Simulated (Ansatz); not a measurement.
**A computed series for CdSiP2: pressure series**

Take CdSiP2 in the chalcopyrite structure (space group I-42d, No. 122; a = 5.644 Å, c = 10.500 Å) as the base.

Cell and atoms are relaxed at each pressure.

Level of theory: PBEsol (Ansatz, a program for electronic structure; PAW; 420 eV plane waves; no spin-orbit coupling), earlier PAW set.

| case | band gap | width of the top valence band | hole mass | shortest interatomic distance |
|---|---|---|---|---|
| base | 1.24 eV | 0.91 eV | 0.14 mₑ along c, 0.42 mₑ across (at Γ) | 2.255 Å |
| pressure −2 GPa | 1.30 eV | 0.87 eV | 0.13 mₑ along c, 0.44 mₑ across (at Γ) | 2.272 Å |
| pressure −1 GPa | 1.27 eV | 0.89 eV | 0.14 mₑ along c, 0.43 mₑ across (at Γ) | 2.263 Å |
| pressure 0.9 GPa | 1.21 eV | 0.93 eV | 0.15 mₑ along c, 0.42 mₑ across (at Γ) | 2.248 Å |
| pressure 2.1 GPa | 1.18 eV | 0.96 eV | 0.15 mₑ along c, 0.41 mₑ across (at Γ) | 2.238 Å |
| pressure 4.5 GPa | 1.11 eV | 1.02 eV | 0.16 mₑ along c, 0.39 mₑ across (at Γ) | 2.221 Å |
| pressure 9 GPa | 0.99 eV | 1.12 eV | 0.18 mₑ along c, 0.37 mₑ across (at Γ) | 2.194 Å |
| pressure 15 GPa | 0.81 eV | 1.26 eV | 0.20 mₑ along c, 0.35 mₑ across (at Γ) | 2.163 Å |
| pressure 22.5 GPa | 0.54 eV | 1.46 eV | 0.22 mₑ along c, 0.33 mₑ across (at Γ) | 2.131 Å |
| pressure 30 GPa | zero | – | – | 2.297 Å |

A case with no gap was solved on a k-mesh chosen for an insulator, which is coarse for it. From pressure 30 GPa on, the axis ratios lie over 15 % from the base's, so the cell there is far from its starting form. Load acts through the strain it causes; cell and atoms are relaxed under it. Effective masses come from finite differences of ±0.01 Å⁻¹. Whether these cells are dynamically stable was not tested. Competing high-pressure phases were not computed. The final runs are not spin-polarised.
